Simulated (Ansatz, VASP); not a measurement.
**Fe: VASP beside Ansatz**

```
Fe
1.0
    -1.41579    1.41579    1.41579
     1.41579   -1.41579    1.41579
     1.41579    1.41579   -1.41579
Fe
1
Direct
  0.00000 0.00000 0.00000
```

Alike in both runs: functional PBE; k mesh 20 × 20 × 20; occupations gaussian, width 0.1 eV; collinear spin.

Ansatz relaxed the structure, and its values are those at the end. VASP's run is a single point on that final structure, the one shown.

|  | VASP | Ansatz |
| --- | --- | --- |
| version | VASP 6.6.1 | Ansatz 0.2.0 |
| potentials or method | VASP PAW PBE potentials, release 64 (Fe) | scalar-relativistic, plane waves, PAW |
| plane-wave cutoff (eV) | 520 | 420 |
| valence electrons in the cell | 8 | 16 |

```csv
,VASP,Ansatz,Ansatz less VASP
gap on the k mesh at the Fermi level (eV),none,none,-
pressure (GPa),-0.1,0.0,+0.17
net moment per atom (μB),2.19,2.17,-0.026
size of the moment on the site where the two differ most (μB),2.19,2.22,+0.023
```

Site moments also hang on the region over which each program counts them. A gap of «none» marks a metal or a gap that the smearing closes. With one functional, cell and mesh, what is left measures potentials, basis and numerics. The two sets of potentials don't hold the same shells in valence.
